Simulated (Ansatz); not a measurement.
# Meshes and cutoff for the phonons of GaAs (F-43m), part 2 of 4

How do the frequencies of GaAs (F-43m) move with q mesh, k mesh and cutoff?

Ansatz 0.2.0; DFT PBE, scalar-relativistic, plane waves, PAW.

So far, highest frequency on the path or at a solved wavevector (cm⁻¹): step 3 (the dispersion) 269. The relaxed cell has a = 5.745 Å (conventional setting).

## 4. Another q mesh, q mesh 2×2×2

The q mesh is changed to 2×2×2, to see how far the force constants must reach.

Input file input.yaml:

```yaml
crystal:
  lattice:
    - [0.0, 2.8726922801, 2.8726922801]
    - [2.8726922801, 0.0, 2.8726922801]
    - [2.8726922801, 2.8726922801, 0.0]
  atoms:
    - { symbol: Ga, position: [0.0, 0.0, 0.0] }
    - { symbol: As, position: [0.25, 0.25, 0.25] }
kpoints:
  mp_grid: { grid: [12, 12, 12] }
hamiltonian:
  xc: pbe
scf:
  occupations: { method: gaussian, width: 0.02 }
output:
  eigenvalues: true
phonons:
  method: dfpt
  qmesh: [2, 2, 2]
  temperatures: { t_max: 1000, t_step: 50 }
  qpath:
    path:
      - [[0.0, 0.0, 0.0], [-0.5, -0.5, 0.0], [-0.375, -0.375, 0.25]]
      - [[-0.375, 0.0, 0.375], [0.0, 0.0, 0.0], [0.0, 0.0, 0.5], [-0.5, -0.25, 0.25], [-0.5, -0.5, 0.0]]
    npoints: 10
```

Command:

```bash
> ansatz run input.yaml --threads 4 --pin off --max-ram 7168MiB --backend cpu --events-out ev --progress --plain --runs-dir out
```

Numbers of over 12 decimals in the logs are rounded to 6 here.

The program printed:

```text
[...]
Crystal: 2 atoms, lattice volume = 47.413 Å³
Basis set: ecut = 420 eV, 941 PW (Γ), exchange–correlation on 60×60×60 points (8 copies of the dense FFT grid, shifted against one another)
Bands: 18, of which v1, the nominal top of the filled ones, is band 14 counted from 1 (13 counted from 0)
Symmetry: 24 space group operations
k-points: 72 of 1728 (time reversal used)
[...]
SCF iter   1: F=—  HF=-8639.861625 eV  |F-HF|=—  |Δ(HF+E_count)|=         —  Δρ=1.94e-3  dr2=3.12e-3  ethr=1.77e-3  ⟨swp⟩=6.0  Hψ=6006  notcnv=0
[...]
SCF iter   8: F=-8639.860638 eV  HF=-8639.860638 eV  |F-HF|=0.00e0  |Δ(HF+E_count)|=  8.20e-10  Δρ=7.90e-8  dr2=1.62e-12  ethr=1.00e-12  ⟨swp⟩=4.0  Hψ=6147  notcnv=0
SCF 1 converged in 8 iterations: F = -8639.860638 eV  dr2 = 1.62e-12
[...]
SCF iter   5: F=-8639.860638 eV  HF=-8639.860638 eV  |F-HF|=7.28e-12  |Δ(HF+E_count)|=  7.28e-12  Δρ=1.09e-7  dr2=2.71e-12  ethr=1.00e-12  ⟨swp⟩=3.0  Hψ=3230  notcnv=0
SCF 2 converged in 5 iterations: F = -8639.860638 eV  dr2 = 2.71e-12
k-points: 280 of 1728 (irreducible under 4 space group operations, time reversal used)
[...]
SCF iter   3: F=-8639.860638 eV  HF=-8639.860638 eV  |F-HF|=6.00e-11  |Δ(HF+E_count)|=  1.13e-10  Δρ=4.21e-7  dr2=4.12e-11  ethr=1.00e-12  ⟨swp⟩=3.4  Hψ=18729  notcnv=0
SCF 3 converged in 3 iterations: F = -8639.860638 eV  dr2 = 4.12e-11
[...]
Bands: 15, of which v1, the nominal top of the filled ones, is band 14 counted from 1 (13 counted from 0)
k-points: 280
[...]
Eigensolver: Dense (280 Hₖ)
SCF iter   1: F=—  HF=-8639.859175 eV  |F-HF|=—  |Δ(HF+E_count)|=         —  Δρ=1.67e-4  dr2=6.29e-6  ethr=1.00e-1
[...]
SCF iter   4: F=-8639.859173 eV  HF=-8639.859173 eV  |F-HF|=2.17e-8  |Δ(HF+E_count)|=   3.48e-7  Δρ=7.20e-6  dr2=2.06e-8  ethr=6.33e-10
SCF 1 converged in 4 iterations: F = -8639.859173 eV  dr2 = 2.06e-8
[...]
SCF converged after 8 iterations
Free energy (F): -8639.860638 eV
[...]
Internal energy: -8639.860638 eV  (E = F + TS)
E sigma→0 (E₀):  -8639.860638 eV
Fermi energy:    7.623329 eV
[...]
--- Band table (eV; the first three rows and the last of 72) ---
  k-point 0: bands = [... 10 lower, -4.8500, 7.5416, 7.5416, 7.5416, 7.7024, 11.2677, 11.2677, 11.2677]
  k-point 1: bands = [... 10 lower, -4.7738, 6.2606, 7.4371, 7.4371, 8.6518, 11.3930, 11.4256, 11.4256]
  k-point 2: bands = [... 10 lower, -4.5521, 4.8413, 7.1891, 7.1891, 8.9802, 11.7833, 11.7833, 12.0815]
  k-point 71: bands = [... 10 lower, -2.5098, 1.1182, 4.2328, 4.4243, 11.9389, 12.2398, 12.8030, 13.5694]
[...]
ASR residual: 6.841e-6 → 0.000e0 eV/Å²; symmetrization residual: 1.325e-5 eV/Å²
  ASR residual per site (eV/Å²): 5.70e-6 6.84e-6
  Γ frequencies (cm⁻¹): 0.00 0.00 0.00 251.87 251.87 251.87
[...]
ε∞ (high-frequency dielectric tensor):
       15.878797     0.000000    -0.000000
        0.000000    15.878797     0.000000
       -0.000000     0.000000    15.878797
[...]
Born effective charges Z* (e; rows j = field, columns β = displacement):
    site 0:
         2.21397   -0.00000    0.00000
         0.00000    2.21397   -0.00000
        -0.00000    0.00000    2.21397
    site 1:
        -2.21397    0.00000   -0.00000
        -0.00000   -2.21397    0.00000
         0.00000   -0.00000   -2.21397
  Z* charge neutrality: 3.986e-4 e pre-enforcement
[...]
optical modes at Γ without the LO–TO term, one row a degenerate level:
      ω (cm⁻¹)  modes    IR ((D/Å)²/amu)
        251.87      3             9.3939
  optical modes at Γ + LO–TO along q̂ = [1.0000, 0.0000, 0.0000]:
      ω (cm⁻¹)  modes    IR ((D/Å)²/amu)
        251.87      2             6.2626
        268.90      1             3.1313
  optical modes at Γ + LO–TO along q̂ = [0.0000, 1.0000, 0.0000]:
      ω (cm⁻¹)  modes    IR ((D/Å)²/amu)
        251.87      2             6.2626
        268.90      1             3.1313
  optical modes at Γ + LO–TO along q̂ = [0.0000, 0.0000, 1.0000]:
      ω (cm⁻¹)  modes    IR ((D/Å)²/amu)
        251.87      2             6.2626
        268.90      1             3.1313
--- Phonons (arbitrary-q DFPT): 3 irreducible q on the 2×2×2 mesh ---
[...]
interpolated dispersion: 63 rows × 6 modes
[...]
```

Wall time 98 s (4 threads of Arm Neoverse V1, shared host); peak memory 1.5 GiB; 6.3 min of CPU time.

This step gave:

- mean frequency: 171.4 cm⁻¹
- Debye temperature (second moment): 349 K
- logarithmic mean frequency: 148.6 cm⁻¹
- lowest mode on the q mesh (acoustic modes at Γ apart): 59.67 cm⁻¹
- zero-point energy per atom: 31.88 meV
- heat capacity at 300 K: 23.35 J/(mol atoms K)
- vibrational entropy at 300 K: 34.20 J/(mol atoms K)

Frequencies (cm⁻¹) solved at each irreducible wavevector; negative means imaginary. Frequencies by wavevector, by row:

```
q in reciprocal lattice units  star  mode 1  mode 2  mode 3  mode 4  mode 5  mode 6
                        0 0 0     1       0       0       0   251.9   251.9   251.9
                     0 0 -0.5     4    59.7    59.7   197.3   219.6   243.2   243.2
                  0 -0.5 -0.5     3    74.7    74.7   207.3   223.6   234.2   234.2
```

Interpolated from a 2×2×2 q mesh, rough between the solved points, with the LO-TO term (at Γ the limit along the path; where Γ stands inside the path, tables give the limit on arrival). Phonon branches along the path, in cm⁻¹:

```
    point  branch 1  branch 2  branch 3  branch 4  branch 5  branch 6
        Γ         0         0         0       252       252       269
  halfway        53        53       125       244       244       260
        X        75        75       207       224       234       234
  halfway        74        90       204       215       235       240
        U        71       117       192       206       237       245
jump to K        71       117       192       206       237       245
  halfway        47        78       126       246       246       250
        Γ         0         0         0       252       252       269
  halfway        42        42       117       248       248       257
        L        60        60       197       220       243       243
  halfway        69       104       186       213       240       245
        W        92       114       196       196       238       244
  halfway        84        94       202       209       236       241
        X        75        75       207       224       234       234
```

The phonon branches as a text plot (rows in cm⁻¹):

```
    263 |*******                  **********
    252 |****   **              **************
    241 |    *******  ***********            *******************
    230 |           ****     **                **              **
    218 |            ***    *                    *****        ***
    207 |            *******                          ***    ****
    196 |           *   ***                      ****    *****
    185 |         **       *                    *    ****
    174 |                   *                  *
    162 |        *           **               *
    151 |       *
    140 |                      *             *
    129 |      *           *    *
    118 |                ** *               *           ****
    106 |    **         *    **  *                    **    *
     95 |              *       *           *         *   *** *
     84 |                         **                *   *   ****
     73 |   *     **********    *         *        *  **       **
     62 |       **          ***  *  *          *******
     50 |  *   *               **        *   **
     39 |   ***                  ***       **
     28 | **                      ****  * *
     17 | *                         **   *
      6 |*                           ****
         Γ           X  U|K            Γ         L        W     X
```

The mean frequency is 171.4 cm⁻¹, +1.1 cm⁻¹ against the base run.

The highest branch reaches 269 cm⁻¹ on this path, at Γ. No branch goes imaginary on this path.

## 5. Another q mesh, q mesh 3×3×3

The q mesh is changed to 3×3×3, to see how far the force constants must reach.

input.yaml, as its differences from that of step 4:

```diff
@@ -18,3 +18,3 @@
   method: dfpt
-  qmesh: [2, 2, 2]
+  qmesh: [3, 3, 3]
   temperatures: { t_max: 1000, t_step: 50 }
```

The program printed:

```text
[...]
Crystal: 2 atoms, lattice volume = 47.413 Å³
Basis set: ecut = 420 eV, 941 PW (Γ), exchange–correlation on 60×60×60 points (8 copies of the dense FFT grid, shifted against one another)
Bands: 18, of which v1, the nominal top of the filled ones, is band 14 counted from 1 (13 counted from 0)
Symmetry: 24 space group operations
k-points: 72 of 1728 (time reversal used)
[...]
optical modes at Γ + LO–TO along q̂ = [0.0000, 1.0000, 0.0000]:
      ω (cm⁻¹)  modes    IR ((D/Å)²/amu)
        251.87      2             6.2626
        268.90      1             3.1313
  optical modes at Γ + LO–TO along q̂ = [0.0000, 0.0000, 1.0000]:
      ω (cm⁻¹)  modes    IR ((D/Å)²/amu)
        251.87      2             6.2626
        268.90      1             3.1313
--- Phonons (arbitrary-q DFPT): 4 irreducible q on the 3×3×3 mesh ---
[...]
interpolated dispersion: 63 rows × 6 modes
[...]
[key lines of the parts left out:]
SCF converged after 8 iterations
Free energy (F): -8639.860638 eV
Fermi energy:    7.623329 eV
```

It took 3.3 min on 4 threads; peak memory 2.1 GiB.

Frequencies (cm⁻¹) solved at each irreducible wavevector; negative means imaginary. Frequencies by wavevector, by row:

```
q in reciprocal lattice units  star  mode 1  mode 2  mode 3  mode 4  mode 5  mode 6
                        0 0 0     1       0       0       0   251.9   251.9   251.9
                   0 0 0.3333     8    55.8    55.8   154.7   243.9   243.9   245.2
              0 0.3333 0.3333     6    72.5    72.5   158.7     235     235     251
             0 0.3333 -0.3333    12    75.7   105.3   178.8   201.9   235.1   249.7
```

The mean frequency is 170.4 cm⁻¹, +0.1 cm⁻¹ against the base run.

## 6. Another q mesh, q mesh 6×6×6

The q mesh is changed to 6×6×6, to see how far the force constants must reach.

input.yaml, as its differences from that of step 5:

```diff
@@ -18,3 +18,3 @@
   method: dfpt
-  qmesh: [3, 3, 3]
+  qmesh: [6, 6, 6]
   temperatures: { t_max: 1000, t_step: 50 }
```

The program printed:

```text
[...]
Crystal: 2 atoms, lattice volume = 47.413 Å³
Basis set: ecut = 420 eV, 941 PW (Γ), exchange–correlation on 60×60×60 points (8 copies of the dense FFT grid, shifted against one another)
Bands: 18, of which v1, the nominal top of the filled ones, is band 14 counted from 1 (13 counted from 0)
Symmetry: 24 space group operations
k-points: 72 of 1728 (time reversal used)
[...]
optical modes at Γ + LO–TO along q̂ = [0.0000, 1.0000, 0.0000]:
      ω (cm⁻¹)  modes    IR ((D/Å)²/amu)
        251.87      2             6.2626
        268.90      1             3.1313
  optical modes at Γ + LO–TO along q̂ = [0.0000, 0.0000, 1.0000]:
      ω (cm⁻¹)  modes    IR ((D/Å)²/amu)
        251.87      2             6.2626
        268.90      1             3.1313
--- Phonons (arbitrary-q DFPT): 16 irreducible q on the 6×6×6 mesh ---
[...]
interpolated dispersion: 63 rows × 6 modes
[...]
[key lines of the parts left out:]
SCF converged after 8 iterations
Free energy (F): -8639.860638 eV
Fermi energy:    7.623329 eV
```

It took 19 min on 4 threads; peak memory 3.4 GiB; 75 min of CPU time.

Frequencies (cm⁻¹) solved at each irreducible wavevector; negative means imaginary. Frequencies by wavevector, by row:

```
q in reciprocal lattice units  star  mode 1  mode 2  mode 3  mode 4  mode 5  mode 6
                        0 0 0     1       0       0       0   251.9   251.9   251.9
                   0 0 0.1667     8    38.3    38.3    83.3   247.6   247.6   265.2
                   0 0 0.3333     8    55.8    55.8   154.7   243.9   243.9   245.2
                     0 0 -0.5     4    59.7    59.7   197.3   219.6   243.2   243.2
              0 0.1667 0.1667     6      52      52    84.2   242.7   242.7   267.3
              0 0.1667 0.3333    24    64.5    75.7   131.3   235.8   238.9   255.3
                0 0.1667 -0.5    24    68.8    87.1   171.1   218.5   238.5   248.4
             0 0.1667 -0.3333    24    67.7    86.7   160.3   220.7   239.3   250.9
             0 0.1667 -0.1667    12    55.4    74.2   113.8   236.4   243.5     258
              0 0.3333 0.3333     6    72.5    72.5   158.7     235     235     251
                0 0.3333 -0.5    24    74.8    91.4   179.9   220.7   234.6   243.8
             0 0.3333 -0.3333    12    75.7   105.3   178.8   201.9   235.1   249.7
                  0 -0.5 -0.5     3    74.7    74.7   207.3   223.6   234.2   234.2
           0.1667 0.3333 -0.5    24    80.6    91.9   154.6   221.4   236.2   249.2
        0.1667 0.3333 -0.3333    24    84.5   101.7   173.4   203.6   235.5   248.3
          0.1667 -0.5 -0.3333    12    87.8    96.5   188.9   199.9   234.7   244.7
```

The mean frequency is 170.3 cm⁻¹, +0.0 cm⁻¹ against the base run.

## 7. Side by side

Times are for 4 threads of Arm Neoverse V1, shared host. The series side by side:

```
no.  q mesh    k-mesh  mean frequency (cm⁻¹)  zero-point energy per atom (meV)  lowest frequency on the path (cm⁻¹)     time  memory (GiB)
  1   2×2×2  12×12×12                  171.4                             31.88                                    0     98 s           1.5
  2   3×3×3  12×12×12                  170.4                             31.68                                    0  3.3 min           2.1
  3   6×6×6  12×12×12                  170.3                             31.66                                    0   19 min           3.4
```

The runs together. Phonon density of states against wavenumber; read off at these points; values in 1/cm⁻¹/cell:

```
wavenumber (cm⁻¹)  2×2×2, 12×12×12  3×3×3, 12×12×12  6×6×6, 12×12×12
                2           3.0e-5           1.0e-5           1.0e-5
               12           6.8e-4           2.8e-4           2.5e-4
               22          0.00241          0.00112           9.7e-4
               28           0.0038          0.00181          0.00151
               38          0.00777           0.0038           0.0032
               48           0.0147          0.00767          0.00671
               58           0.0321           0.0196           0.0193
               62           0.0453           0.0344           0.0322
               68           0.0447           0.0459           0.0378
               78           0.0325           0.0601           0.0688
               82           0.0242           0.0351           0.0446
               92           0.0166           0.0288           0.0274
              102           0.0172           0.0131           0.0342
              112           0.0202          0.00263          0.00301
              122          0.00791          0.00342          0.00399
              132          0.00455          0.00451          0.00533
              138          0.00522          0.00527          0.00624
              148          0.00679           0.0071           0.0086
              158            0.009           0.0098           0.0123
              168           0.0123           0.0143           0.0204
              178           0.0186           0.0281           0.0195
              182           0.0300           0.0288           0.0147
              188           0.0225           0.0162          0.00935
              192           0.0132          0.00828          0.00644
              202          0.00709           0.0203           0.0164
              212           0.0228           0.0232           0.0241
              222           0.0219           0.0186           0.0241
              232           0.0197           0.0433           0.0649
              242            0.169            0.123           0.0773
              248            0.158            0.147            0.117
              258           0.0120           0.0112           0.0173
              268          0.00439          0.00521          0.00644
```

The runs together, line C_V. C_V against temperature; values in J/mol-atom/K:

```
temperature (K)  2×2×2, 12×12×12  3×3×3, 12×12×12  6×6×6, 12×12×12
              0                0                0                0
             50             7.30             7.35             7.28
            100             15.3             15.4             15.4
            150             19.5             19.6             19.6
            200             21.6             21.7             21.7
            250             22.7             22.7             22.8
            300             23.4             23.4             23.4
            350             23.8             23.8             23.8
            400             24.0             24.0             24.0
            450             24.2             24.2             24.2
            500             24.3             24.4             24.4
            550             24.4             24.5             24.5
            600             24.5             24.5             24.5
            650             24.6             24.6             24.6
            700             24.6             24.6             24.6
            750             24.7             24.7             24.7
            800             24.7             24.7             24.7
            850             24.7             24.7             24.7
            900             24.8             24.8             24.8
            950             24.8             24.8             24.8
           1000             24.8             24.8             24.8
```

(Part 2 of 4 ends here.)

[Logs are printed without paths, hosts, clocks, repeated set-up lines and the standing remarks that a program may print on its own settings, such as how far it seeks lower states.]

[Hosts, paths, dates, database ids (printed as entryN), source tags and the programs' standing remarks are cut or masked in the printed files.]
